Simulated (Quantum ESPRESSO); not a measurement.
## BaS under changes of volume

One of the cells (32.576 Å³/atom); the others are scaled copies at fixed shape and fractional positions:

```xyz
2
Lattice="0.0000 3.1938 3.1938 3.1938 0.0000 3.1938 3.1938 3.1938 0.0000" Properties=species:S:1:pos:R:3 pbc="T T T"
Ba    0.0000    0.0000    0.0000
S     3.1938    3.1938    3.1938
```

- Program: Quantum ESPRESSO 7.5
- Functional: r2SCAN
- Potentials or basis: SG15 PBE 1.2
- Cutoff: 707 eV
- Density cutoff: 2830 eV
- k mesh: 5 × 5 × 5
- Occupations: fermi-dirac, width 0.05 eV
- Spin: no spin polarisation

```csv
volume (Å³/atom),energy over the lowest point (meV/atom),pressure (GPa),gap on the mesh (eV)
30.622,?,?,?
31.273,15.22,2.8,2.62
31.925,5.98,1.7,2.65
32.576,1.06,0.7,2.68
33.228,0.00,-0.2,2.70
33.879,2.45,-1.0,2.73
34.531,8.03,-1.8,2.75
```

**Question.** What does the run at 30.622 Å³/atom give?

**Answer.** Energy over the lowest point 29.29 meV/atom; pressure 4.0 GPa; gap on the mesh 2.58 eV.

Worked out: A Birch-Murnaghan fit of order 3 (a polynomial in V^(-2/3)) to the other rows has its minimum at 33.09 Å³/atom with B0 = V·E''(V) = 45 GPa and B' = 4.3. It gives 29.23 meV/atom at 30.622 Å³/atom, against the run's 29.29, and -dE/dV = 4.1 GPa, against 4.0. A straight line through the other rows of the gap, of slope 1.31 eV per unit of ln V, extrapolates to 2.59 eV, against the run's 2.58.

Energies are extrapolated to zero smearing.

Caveats: the potentials were made for another functional, which shifts forces and pressure; spin-orbit coupling is left out, which moves the levels of the heavy elements; an odd mesh through Γ misses points on the zone boundary, where band edges often lie.
